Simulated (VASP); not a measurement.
Runs of VASP 6.6.1 on ZnS. The structure is cubic, space group F-43m (No. 216). Conventional cell: a = 5.404 Å, b = 5.404 Å, c = 5.404 Å, α = 90.00°, β = 90.00°, γ = 90.00°. Around Zn (site symmetry -43m) lie 4 S at 2.34 Å. Around S (site symmetry -43m) lie 4 Zn at 2.34 Å. 

| task | cell | gap on the mesh (eV) | pressure (GPa) |
| --- | --- | --- | --- |
| relaxation of cell and atoms | relaxed | 2.18 | 0.0 |
| relaxation of the atoms | atoms relaxed from: a relaxed cell with its volume scaled by 0.98 | 2.27 | 1.6 |
| relaxation of the atoms | atoms relaxed from: a relaxed cell with its volume scaled by 1.06 | (b) | -3.9 |
| relaxation of the atoms | atoms relaxed | 2.18 | 0.0 |
| relaxation of the atoms | atoms relaxed from: a relaxed cell with its volume scaled by 0.96 | 2.36 | 3.4 |
| relaxation of the atoms | atoms relaxed from: a relaxed cell with its volume scaled by 1.04 | 2.00 | -2.7 |
| relaxation of the atoms | atoms relaxed from: a relaxed cell with its volume scaled by 0.94 | 2.45 | 5.4 |
| relaxation of the atoms | atoms relaxed from: a relaxed cell with its volume scaled by 1.02 | (a) | -1.4 |

Alike in all rows: level PBE+D3(BJ); potentials or basis VASP PAW PBE potentials, release 64 (Zn, S); no spin polarisation; k mesh 10 × 10 × 10; cutoff (eV) 600; smearing gaussian 0.03 eV.

**Question.** Fill in the values left out.

**Answer.** (a) 2.09; (b) 1.92.

Caveats: the relaxation stopped at its first step, so nothing moved (some runs).

